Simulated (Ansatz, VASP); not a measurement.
# Two plane-wave programs on ZnS

INCAR

```
PREC     = Accurate       # precision mode
ENCUT    = 520            # plane-wave cutoff, eV
EDIFF    = 1E-7           # SCF threshold, eV
ISMEAR   = 0              # smearing method
SIGMA    = 0.01           # smearing width, eV
LREAL    = False          # projectors in reciprocal space
LASPH    = True           # aspherical terms in the spheres
NELM     = 100            # most SCF steps
ALGO     = Normal         # electronic algorithm
ISIF     = 2              # what is computed and relaxed
LWAVE    = False          # write WAVECAR
LCHARG   = False          # write CHGCAR
GGA      = PE             # functional
NBANDS   = 16             # bands
```

Contents of KPOINTS:

```
regular mesh
0
Gamma
  6 6 6
```

File POSCAR:

```
ZnS
1.0
    0.0000000000      2.7020000000      2.7020000000
    2.7020000000      0.0000000000      2.7020000000
    2.7020000000      2.7020000000      0.0000000000
Zn S
1 1
Direct
    0.2500000000      0.2500000000      0.2500000000
    0.0370096225      0.0370096225     -0.0370096225
```

Input for Ansatz:

```yaml
crystal:
  lattice:
    - [0.0, 2.702, 2.702]
    - [2.702, 0.0, 2.702]
    - [2.702, 2.702, 0.0]
  atoms:
    - { symbol: Zn, position: [0.25, 0.25, 0.25] }
    - { symbol: S, position: [0.037009622501850484, 0.037009622501850484, -0.037009622501850484] }
basis:
  ecutwfc: 470.0
kpoints:
  mp_grid:
    grid: [6, 6, 6]
hamiltonian:
  xc: pbe
  pseudopotentials:
    kind: paw
scf:
  occupations:
    method: fixed
output:
  forces: true
```

Measurements of this composition are mostly on another form, of space group No. 216.

Alike in both runs: task single point; functional PBE; k mesh 6 × 6 × 6; no spin polarisation.

|  | VASP | Ansatz |
| --- | --- | --- |
| version | VASP 6.6.1 | Ansatz 0.2.0 |
| potentials or method | VASP PAW PBE potentials, release 64 (Zn, S) | plane waves, PAW |
| plane-wave cutoff (eV) | 520 | 470 |
| occupations | gaussian, width 0.01 eV | fixed |
| valence electrons in the cell | 18 | 18 |

```tsv
	VASP	Ansatz	Ansatz less VASP
rms of the force components (eV/Å)	0.656	0.651	-0.0050
```

Atom by atom the forces differ by 0.005 eV/Å (rms over components).

Caveats: forces of over 1 eV/Å show positions far from the minimum, so gaps and moduli don't describe the material at rest.
